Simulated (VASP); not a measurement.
# CoH3 (Pm-3m) in VASP: equation of state, part 2 of 2

VASP 6.6.1. Earlier steps stand in the parts before.

### Step 4. Equation of state, PBE, collinear spin, ferromagnetic start, 4.36 Å³/atom (volume scaled by 0.98)

Input file INCAR:

```
SYSTEM = CoH3
ALGO     = Normal         ! electronic algorithm
EDIFF    = 1E-7           ! SCF threshold, eV
ENCUT    = 520            ! plane-wave cutoff, eV
GGA      = PE             ! functional
ISIF     = 2              ! what is computed and relaxed
ISMEAR   = -1             ! smearing method
ISPIN    = 2              ! spin polarisation
LASPH    = .True.         ! aspherical terms in the spheres
LCHARG   = .False.        ! write CHGCAR
LMAXMIX  = 4              ! l up to which the mixer works
LORBIT   = 11             ! projections on sites
LREAL    = .False.        ! projectors in reciprocal space
LWAVE    = .False.        ! write WAVECAR
MAGMOM   = 2 0 0 0        ! initial moments
NBANDS   = 18             ! bands
NELM     = 120            ! most SCF steps
PREC     = Accurate       ! precision mode
SIGMA    = 0.05           ! smearing width, eV
```

Input file KPOINTS:

```
k-points
0
Gamma
  10 10 10
  0 0 0
```

Input file POSCAR:

```
CoH3
1.0
    2.5938087337      0.0000000000      0.0000000000
    0.0000000000      2.5938087337      0.0000000000
    0.0000000000      0.0000000000      2.5938087337
Co H
1 3
Direct
    0.0000000000      0.0000000000      0.0000000000
    0.5000000000      0.5000000000      0.0000000000
    0.5000000000      0.0000000000      0.5000000000
    0.0000000000      0.5000000000      0.5000000000
```

The run is started by

```console
> cat potpaw_PBE.64/Co/POTCAR potpaw_PBE.64/H/POTCAR > POTCAR
> mpirun -np 1 vasp_std > vasp.out
```

Wall time 18 s (1 thread of Intel Xeon 6975P-C (Granite Rapids), shared host); peak memory 0.14 GiB.

Results (log left out):

```yaml
Free_energy: -16.1958 eV
Pressure: 4.2 GPa
Band_gap_on_the_k_mesh: none (metal or under the smearing width)
Net_moment: 0.00 μB per cell
Valence_electrons_inside_the_program's_atomic_spheres: Co 8.57; H 0.51
```

Caveat: the starting moments collapsed, and a magnetic state may lie lower.

### Step 5. Equation of state, PBE, collinear spin, ferromagnetic start, 4.54 Å³/atom (volume scaled by 1.02)

Input file INCAR:

```
SYSTEM = CoH3
PREC = Accurate ; ENCUT = 520
EDIFF = 1E-7 ; ISMEAR = -1
SIGMA = 0.05 ; LREAL = .FALSE.
LASPH = .TRUE. ; NELM = 150
ALGO = Normal ; ISIF = 2
LWAVE = .FALSE. ; LCHARG = .FALSE.
ISPIN = 2 ; MAGMOM = 2 0 0 0
LORBIT = 11 ; LMAXMIX = 4
GGA = PE ; NBANDS = 18
```

Input file KPOINTS:

```
regular mesh
0
G
  10 10 10
  0 0 0
```

Input file POSCAR:

```
CoH3
1.0
    2.6286291133      0.0000000000      0.0000000000
    0.0000000000      2.6286291133      0.0000000000
    0.0000000000      0.0000000000      2.6286291133
Co H
1 3
Direct
    0.0000000000      0.0000000000      0.0000000000
    0.5000000000      0.5000000000      0.0000000000
    0.5000000000      0.0000000000      0.5000000000
    0.0000000000      0.5000000000      0.5000000000
```

The run is started by

```console
> cat potpaw_PBE.64/Co/POTCAR potpaw_PBE.64/H/POTCAR > POTCAR
> mpirun -np 1 vasp_std > vasp.out
```

It took 17 s on 1 thread of Intel Xeon 6975P-C (Granite Rapids), shared host; peak memory 0.14 GiB.

Results (log left out):

```
Free energy                                           : -16.1967 eV
Pressure                                              : -4.1 GPa
Band gap on the k mesh                                : none (metal or under the smearing width)
Net moment                                            : 0.00 μB per cell
Valence electrons inside the program's atomic spheres : Co 8.48; H 0.50
```

Caveat: the starting moments collapsed, and a magnetic state may lie lower.

### Step 6. Equation of state, PBE, collinear spin, ferromagnetic start, 4.63 Å³/atom (volume scaled by 1.04)

Input file INCAR:

```
PREC = Accurate
ENCUT = 520
EDIFF = 1E-7
ISMEAR = -1
SIGMA = 0.05
LREAL = False
LASPH = True
NELM = 120
ALGO = Normal
ISIF = 2
LWAVE = False
LCHARG = False
ISPIN = 2
MAGMOM = 2 0 0 0
LORBIT = 11
LMAXMIX = 4
GGA = PE
NBANDS = 18
```

Input file KPOINTS:

```
regular mesh
0
Gamma
  10 10 10
```

Input file POSCAR:

```
CoH3
1.0
    2.6456986118      0.0000000000      0.0000000000
    0.0000000000      2.6456986118      0.0000000000
    0.0000000000      0.0000000000      2.6456986118
Co H
1 3
Direct
    0.0000000000      0.0000000000      0.0000000000
    0.5000000000      0.5000000000      0.0000000000
    0.5000000000      0.0000000000      0.5000000000
    0.0000000000      0.5000000000      0.5000000000
```

Potentials or basis: VASP PAW PBE potentials, release 64 (Co, H).

The run is started by

```console
> cat potpaw_PBE.64/Co/POTCAR potpaw_PBE.64/H/POTCAR > POTCAR
> mpirun -np 1 vasp_std > vasp.out
```

OUTCAR:

```text
PREC = Accurate
   ENCUT = 520
   EDIFF = 1E-7
   ISMEAR = -1
   LREAL = False
   LASPH = True
   NELM = 120
   ISIF = 2
   ISPIN = 2
   LORBIT = 11
   GGA = PE

 Found     56 irreducible k-points:

 Following reciprocal coordinates:
            Coordinates               Weight
  0.000000  0.000000  0.000000      1.000000
  0.100000  0.000000  0.000000      6.000000
  0.200000  0.000000  0.000000      6.000000
  0.300000  0.000000  0.000000      6.000000
  0.400000  0.000000  0.000000      6.000000
[... 350 lines left out ...]
  volume of cell :       18.52
      direct lattice vectors                 reciprocal lattice vectors
     2.645698612  0.000000000  0.000000000     0.377972002  0.000000000  0.000000000
     0.000000000  2.645698612  0.000000000     0.000000000  0.377972002  0.000000000
     0.000000000  0.000000000  2.645698612     0.000000000  0.000000000  0.377972002

 POSITION                                       TOTAL-FORCE (eV/Angst)
 -----------------------------------------------------------------------------------
      0.00000      0.00000      0.00000         0.000000      0.000000      0.000000
      1.32285      1.32285      0.00000         0.000000      0.000000      0.000000
      1.32285      0.00000      1.32285         0.000000      0.000000      0.000000
      0.00000      1.32285      1.32285         0.000000      0.000000      0.000000
 -----------------------------------------------------------------------------------
    total drift:                                0.000000      0.000000     -0.000000

  FREE ENERGIE OF THE ION-ELECTRON SYSTEM (eV)
  ---------------------------------------------------
  free  energy   TOTEN  =       -16.1841314909 eV

  energy  without entropy=      -16.1787830909  energy(sigma->0) =      -16.18145729

 total charge

# of ion       s       p       d       tot
------------------------------------------
    1        0.389   0.559   7.487   8.435
    2        0.468   0.028   0.000   0.495
    3        0.468   0.028   0.000   0.495
    4        0.468   0.028   0.000   0.495
--------------------------------------------------
tot          1.793   0.642   7.487   9.921

 magnetization (x)

# of ion       s       p       d       tot
------------------------------------------
    1        0.000   0.000  -0.000  -0.000
    2        0.000   0.000   0.000   0.000
    3        0.000   0.000   0.000   0.000
    4        0.000   0.000   0.000   0.000
--------------------------------------------------
tot          0.000   0.000  -0.000  -0.000
```

OSZICAR:

```text
N       E                     dE             d eps       ncg     rms          rms(c)
DAV:   1     0.372617704044E+02    0.37262E+02   -0.50187E+03  4194   0.759E+02
DAV:   2    -0.152841851987E+02   -0.52546E+02   -0.46441E+02  4380   0.158E+02
DAV:   3    -0.176188345783E+02   -0.23346E+01   -0.22918E+01  4734   0.349E+01
DAV:   4    -0.176394932432E+02   -0.20659E-01   -0.20643E-01  4804   0.293E+00
DAV:   5    -0.176399068152E+02   -0.41357E-03   -0.41350E-03  4992   0.422E-01    0.151E+01
DAV:   6    -0.180712878627E+02   -0.43138E+00   -0.34545E+01  5052   0.583E+01    0.116E+01
DAV:   7    -0.161946087790E+02    0.18767E+01   -0.15517E+01  4990   0.359E+01    0.324E+00
DAV:   8    -0.161836022831E+02    0.11006E-01   -0.26016E-01  5132   0.331E+00    0.115E+00
DAV:   9    -0.161841632871E+02   -0.56100E-03   -0.13116E-02  5278   0.691E-01    0.518E-01
DAV:  10    -0.161839039076E+02    0.25938E-03   -0.21292E-03  5380   0.312E-01    0.121E-01
DAV:  11    -0.161841123169E+02   -0.20841E-03   -0.56775E-04  5320   0.173E-01    0.682E-02
DAV:  12    -0.161841315790E+02   -0.19262E-04   -0.93230E-05  5262   0.819E-02    0.189E-02
DAV:  13    -0.161841314934E+02    0.85601E-07   -0.19999E-06  4570   0.104E-02    0.107E-02
DAV:  14    -0.161841315491E+02   -0.55781E-07   -0.22388E-06  4512   0.116E-02    0.326E-03
DAV:  15    -0.161841314909E+02    0.58246E-07   -0.29565E-07  3918   0.402E-03
   1 F= -.16184131E+02 E0= -.16181457E+02  d E =-.534840E-02  mag=    -0.0000
```

stdout:

```text
POSCAR found type information on POSCAR CoH
 POSCAR found :  2 types and       4 ions
 scaLAPACK will be used
 LDA part: xc-table for (Slater+PW92), standard interpolation
 POSCAR, INCAR and KPOINTS ok, starting setup
 FFT: planning ... GRIDC
 FFT: planning ... GRID_SOFT
 FFT: planning ... GRID
 WAVECAR not read
 entering main loop
```

Run time: 21 s. Hardware: 1 thread of Intel Xeon 6975P-C (Granite Rapids), shared host; peak memory 0.14 GiB.

What came out:

| Property | Result |
| --- | --- |
| Free energy | -16.1841 eV |
| Pressure | -7.7 GPa |
| Band gap on the k mesh | none (metal or under the smearing width) |
| Net moment | 0.00 μB per cell |
| Valence electrons inside the program's atomic spheres | Co 8.44; H 0.49 |

Caveat: the starting moments collapsed, and a magnetic state may lie lower.

### Step 7. Equation of state, PBE, collinear spin, ferromagnetic start, 4.72 Å³/atom (volume scaled by 1.06)

Input file INCAR:

```
ALGO = Normal
EDIFF = 1E-7
ENCUT = 520
GGA = PE
ISIF = 2
ISMEAR = -1
ISPIN = 2
LASPH = T
LCHARG = F
LMAXMIX = 4
LORBIT = 11
LREAL = F
LWAVE = F
MAGMOM = 2 0 0 0
NBANDS = 18
NELM = 150
PREC = Accurate
SIGMA = 0.05
```

Input file KPOINTS:

```
k-points
0
Gamma
  10 10 10
```

Input file POSCAR:

```
CoH3
1.0
    2.6625506496      0.0000000000      0.0000000000
    0.0000000000      2.6625506496      0.0000000000
    0.0000000000      0.0000000000      2.6625506496
Co H
1 3
Direct
    0.0000000000      0.0000000000      0.0000000000
    0.5000000000      0.5000000000      0.0000000000
    0.5000000000      0.0000000000      0.5000000000
    0.0000000000      0.5000000000      0.5000000000
```

The run is started by

```console
> cat potpaw_PBE.64/Co/POTCAR potpaw_PBE.64/H/POTCAR > POTCAR
> mpirun -np 1 vasp_std > vasp.out
```

It took 17 s on 1 thread of Intel Xeon 6975P-C (Granite Rapids), shared host; peak memory 0.14 GiB.

The run converged. Its results:

| Quantity | Value |
| --- | --- |
| Free energy | -16.1640 eV |
| Pressure | -11.0 GPa |
| Band gap on the k mesh | none (metal or under the smearing width) |
| Net moment | 0.00 μB per cell |
| Valence electrons inside the program's atomic spheres | Co 8.40; H 0.49 |

Caveat: the starting moments collapsed, and a magnetic state may lie lower.

### Step 8. Equation of state, PBE, collinear spin, ferromagnetic start

This step only gathers the single runs of the series.

What came out:

```yaml
Equilibrium_volume: 4.45 Å³/atom
Bulk_modulus: 209 GPa
Pressure_derivative_of_the_bulk_modulus: 4.2
```

Energy against volume, from the lowest point:
```
volume (Å³/atom)  energy (meV/atom)
           4.185              11.89
           4.274               5.16
           4.363               1.30
           4.452               0.00
           4.541               1.05
           4.630               4.20
           4.719               9.24
```
